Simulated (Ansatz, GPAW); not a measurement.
Given: the input of a run of GPAW 26.7.0 (ASE script) on ZrS2. The cell is a database's computed one, not the measured one.

The input run.py:

```python
from ase import Atoms
from ase.dft.bandgap import bandgap
from ase.io import write
from ase.units import Bohr, GPa
from gpaw import GPAW, PW
from gpaw.elf import elf_from_dft_calculation

atoms = Atoms(['Zr', 'S', 'S'],
              cell=[[3.6913825498, 0.0, 0.0],
                    [-1.8456912749, 3.1968310632, 0.0],
                    [0.0, 0.0, 6.04107701]],
              scaled_positions=[[0.0, 0.0, 0.0],
                                [0.3333333333, 0.6666666667, 0.23790997],
                                [0.6666666667, 0.3333333333, 0.76209003]],
              pbc=True)

calc = GPAW(mode=PW(600),
            xc='PBE',
            kpts={'size': (8, 8, 5), 'gamma': True},
            occupations={'name': 'fermi-dirac', 'width': 0.05},
            nbands=24,
            convergence={'density': 1e-05, 'energy': 1e-05},
            maxiter=150,
            txt='gpaw.txt')
atoms.calc = calc
energy = atoms.get_potential_energy()
forces = atoms.get_forces()
stress = atoms.get_stress()
calc.write('gs.gpw')
write('result.traj', atoms)
print(f'Energy: {energy:.6f} eV')
print('Forces (eV/A):')
print(forces.round(4))
print('Stress (GPa):', (stress / GPa).round(3))
print('Fermi level:', round(calc.get_fermi_level(), 4), 'eV')
print(f'Gap: {bandgap(calc)[0]:.4f} eV, direct: {bandgap(calc, direct=True)[0]:.4f} eV')

# fields on the real-space grid
write('density.cube', atoms, data=calc.get_pseudo_density() * Bohr**3)
write('potential.cube', atoms, data=calc.get_electrostatic_potential())
write('elf.cube', atoms, data=elf_from_dft_calculation(calc).data)
```

Potentials or basis: GPAW PAW data sets (gpaw-data 1.2.1), pw.

Command:

```sh
$ OMP_NUM_THREADS=1 python run.py
```

Task: Translate it to Ansatz 0.2.0. Potentials or basis there: Ansatz PAW, cutoff 420 eV.

Result: As run (cutoffs and basis follow the program's own potentials, and thresholds, step limits or extra output files can differ):

File input.yaml:

```yaml
crystal:
  lattice:
    - [3.6913825498, 0.0, 0.0]
    - [-1.8456912749, 3.1968310632, 0.0]
    - [0.0, 0.0, 6.04107701]
  atoms:
    - { symbol: Zr, position: [0.0, 0.0, 0.0] }
    - { symbol: S, position: [0.3333333333, 0.6666666667, 0.23790997] }
    - { symbol: S, position: [0.6666666667, 0.3333333333, 0.76209003] }
hamiltonian:
  xc: pbe
  pseudopotentials: { kind: paw }
kpoints:
  mp_grid: { grid: [8, 8, 5] }
scf:
  occupations: { method: fermi_dirac, width: 0.05 }
output:
  forces: true
  stress: true
  eigenvalues: true
```

Potentials or basis: Ansatz PAW.

The run is started by

```bash
$ ansatz run input.yaml --threads 1 --pin off --max-ram 3584MiB --backend cpu --events-out ev --progress --plain --runs-dir out
```

Both were run:

|  | GPAW | Ansatz |
| --- | --- | --- |
| Pressure | 0.2 GPa | 0.5 GPa |

Ansatz's pressure holds a Pulay term of +0.02 GPa for its cutoff of 420 eV, which the other run lacks.

Where Ansatz's input types no cutoff or centring, it takes its own default and a Γ-centred mesh.

Pressure is positive in compression.
